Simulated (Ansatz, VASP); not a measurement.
# Zr: VASP beside Ansatz

```
Zr
1.0
     3.00164    0.00000    0.00000
     0.00000    3.00164    0.00000
     0.00000    0.00000    3.00164
Zr
1
Direct
  0.00000 0.00000 0.00000
```

Alike in both runs: task single point; functional BLYP; k mesh 12 × 12 × 12; occupations fermi-dirac, width 0.1 eV; no spin polarisation.

|  | VASP | Ansatz |
| --- | --- | --- |
| version | VASP 6.6.1 | Ansatz 0.2.0 |
| potentials or method | VASP PAW PBE potentials, release 64 (Zr_sv) | plane waves (420 eV) with PAW, scalar-relativistic |
| plane-wave cutoff (eV) | 520 | 420 |
| valence electrons in the cell | 12 | 12 |

|  | VASP | Ansatz | Ansatz less VASP |
| --- | --- | --- | --- |
| pressure (GPa) | -1.9 | -1.9 | -0.05 |

Caveats: the PAW data sets were made with another functional, which shifts forces and pressure a little (VASP).
